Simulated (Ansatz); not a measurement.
Surface calculation: diamond Si (111), 6 layers

The slab is cut from the diamond crystal, the stable phase, as relaxed on PAW files (20.05 Å³/atom), with 16 Å of vacuum and a dipole correction:

```xyz
6
Lattice="3.8418 0.0000 0.0000 -1.9209 3.3271 0.0000 0.0000 0.0000 23.0579" Properties=species:S:1:pos:R:3 pbc="T T T"
Si    0.0000    0.0000    8.0000
Si    0.0000    2.2181    8.7842
Si    0.0000    2.2181   11.1368
Si    1.9209    1.1090   11.9211
Si    1.9209    1.1090   14.2737
Si    0.0000    0.0000   15.0579
```

All numbers are PBEsol results (scalar-relativistic) from Ansatz 0.2.0, with a Γ-centred 9×9×1 k mesh, Fermi–Dirac smearing of 0.02 eV, no spin polarisation. Methods: LAPW: all electrons, basis error target 1 meV/atom; PAW: frozen-core files, cutoff 420 eV.

The bulk energy comes from a cell in the slab's orientation on a 9×9×4 mesh. The surface energy is (E(slab) − N·E(bulk))/2A at zero smearing, the mean of both faces; thin slabs carry quantum-size effects.

The PAW files were made under PBE. Real surfaces of this kind reconstruct, which a 1×1 cell forbids.

Question: As cut, the LAPW slab lies 2.602 eV above 6 atoms of bulk. What surface energy is that?

Answer: Over two faces of 12.78 Å² it is 101.8 meV/Å², and times 16.02 J/m² per eV/Å² that gives γ = 1.631 J/m².

```csv
method,γ as cut (J/m²),γ relaxed (J/m²),Φ as cut (eV),Φ relaxed (eV)
LAPW,1.631,1.587,4.91,4.84
PAW,1.629,1.586,4.91,4.84
```

Question: How do the spacings between the planes relax?

Answer: From the bottom face up: d12 -13.7 % of 0.784 Å, d23 +2.5 % of 2.353 Å, d34 -3.1 % of 0.784 Å, d45 +2.5 % of 2.353 Å, d56 -13.7 % of 0.784 Å.

Question: A field of 0.1 V/Å is applied along the normal, atoms held. What follows?

Answer: LAPW finds an induced dipole of 0.0710 e·Å a cell (PAW 0.0711), that is 10.05 Å for 4πα over the area, against 6.94 Å between the outer atoms.

Question: A 2p core hole is made on one atom of each kind in every 1×1 cell (PAW hole dataset, neutral cell, valence without spin). What does it cost by layer?

Answer: layer 1 98.49 eV, layer 2 99.20 eV, layer 3 99.14 eV. Shifts between layers mean more than the absolute values, and a whole layer of holes screens otherwise than one hole.
